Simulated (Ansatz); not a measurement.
A relaxed cell of SiC is given with its symmetry left out. The cell was found from a structure generator's guess, not taken from experiment.

Theory: Ansatz 0.2.0, DFT PBE, scalar-relativistic, plane waves, PAW. Cutoff 420 eV, Γ-centred mesh, Gaussian smearing, no spin polarisation.

```
Si C
1.0
     6.19641    0.00000    0.00000
     0.00000    6.19641    0.00000
     0.00000    0.00000    5.17719
Si C
8 8
Direct
  0.64085 0.85915 0.92328
  0.64085 0.14085 0.42328
  0.35915 0.85915 0.42328
  0.35915 0.14085 0.92328
  0.14085 0.35915 0.57672
  0.85915 0.64085 0.57672
  0.14085 0.64085 0.07672
  0.85915 0.35915 0.07672
  0.64849 0.85151 0.54943
  0.35151 0.14849 0.54943
  0.64849 0.14849 0.04943
  0.35151 0.85151 0.04943
  0.14849 0.35151 0.95057
  0.14849 0.64849 0.45057
  0.85151 0.35151 0.45057
  0.85151 0.64849 0.95057
```

Energies over the elements count from the elements' standard structures at the same level, with no fitted energy shifts.

(1) Find its symmetry and describe it.

(2) What is its formation energy per atom?

(3) Is it a metal?

(4) From what recipe could a structure generator have reached it?

Results:

(1) P4_2/ncm (No. 138). Conventional cell: a = 6.196 Å, c = 5.177 Å. Si has 4 C at 1.85–1.94 Å and 1 Si at 2.47 Å; around C lie 4 Si at 1.85–1.94 Å.

(2) +0.149 eV/atom. A positive value: parting into the elements would lower its energy.

(3) No, the gap on the 4×4×6 mesh is 2.82 eV.

(4) One such recipe: 4-connected net, two elements alternating (P4_2/ncm, No. 138). Other recipes can lead to the same cell.

The last run used a 4×4×6 mesh (in the run's order of axes) for its 16-atom cell and Gaussian smearing of 0.02 eV. Kohn–Sham gaps at this level usually fall short of measured ones. The reference form of C is held partly by dispersion forces, which this level lacks. A structure relaxed within its symmetry needn't be a true minimum.
